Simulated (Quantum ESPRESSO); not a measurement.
Sr under changes of volume

One of the cells (56.319 Å³/atom); the others are scaled copies at fixed shape and fractional positions:

```xyz
1
Lattice="0.0000 3.0423 3.0423 3.0423 0.0000 3.0423 3.0423 3.0423 0.0000" Properties=species:S:1:pos:R:3 pbc="T T T"
Sr    0.0000    0.0000    0.0000
```

| Property | Result |
| --- | --- |
| Program | Quantum ESPRESSO 7.5 |
| Functional | PBEsol |
| Potentials or basis | PseudoDojo 0.4.1 SR PBEsol standard |
| Cutoff | 925 eV |
| Density cutoff | 3701 eV |
| k mesh | 8 × 8 × 8 |
| Occupations | fermi-dirac, width 0.05 eV |
| Spin | no spin polarisation |

| volume (Å³/atom) | energy over the lowest point (meV/atom) | pressure (GPa) |
| --- | --- | --- |
| 52.940 | 0.00 | -0.3 |
| 54.067 | 2.92 | -0.5 |
| 55.193 | 7.42 | -0.7 |
| 56.319 | 13.34 | -0.9 |
| 57.446 | 20.54 | -1.1 |
| 58.572 | 28.89 | -1.2 |
| 59.698 | ? | ? |

Task: What does the run at 59.698 Å³/atom give?

Result: Energy over the lowest point 38.29 meV/atom; pressure -1.4 GPa.

Worked out: A Birch-Murnaghan fit of order 3 (a polynomial in V^(-2/3)) to the other rows has its minimum at 51.69 Å³/atom, just outside them, with B0 = V·E''(V) = 12.9 GPa and B' = 3.9. It gives 38.27 meV/atom at 59.698 Å³/atom, against the run's 38.29, and -dE/dV = -1.4 GPa, against -1.4.

Energies are extrapolated to zero smearing.
